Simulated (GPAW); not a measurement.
Al2O3:

```
CELL_PARAMETERS angstrom
3.01748 0.00000 0.00000
-1.50874 2.61322 0.00000
0.00000 0.00000 7.57464
ATOMIC_POSITIONS crystal
Al 0.00000 0.00000 0.72205
Al 0.00000 0.00000 0.27795
O 0.00000 0.00000 0.50000
O 0.66667 0.33333 0.80055
O 0.33333 0.66667 0.19945
```

Measurements of this composition are mostly on another form, of space group No. 167.

Base run:

```yaml
Program: GPAW 26.7.0
Functional: RPBE
Potentials_or_basis: the program's PAW data sets (release 1.2.1) made for this functional
Cutoff: 800 eV
Basis: pw
k_mesh: 7 × 7 × 3
Occupations: fermi-dirac, width 0.05 eV
Spin: no spin polarisation
```

Its results: band gap on the k mesh 2.45 eV, direct; pressure 5.0 GPa; largest force 0.189 eV/Å.

The run is repeated on the same cell with these changes: functional from RPBE to LDA. What comes out?

Band gap on the k mesh 2.24 eV, direct; pressure -6.4 GPa; largest force 0.348 eV/Å.

LDA binds more tightly than RPBE, so the same cell stands under less pressure.
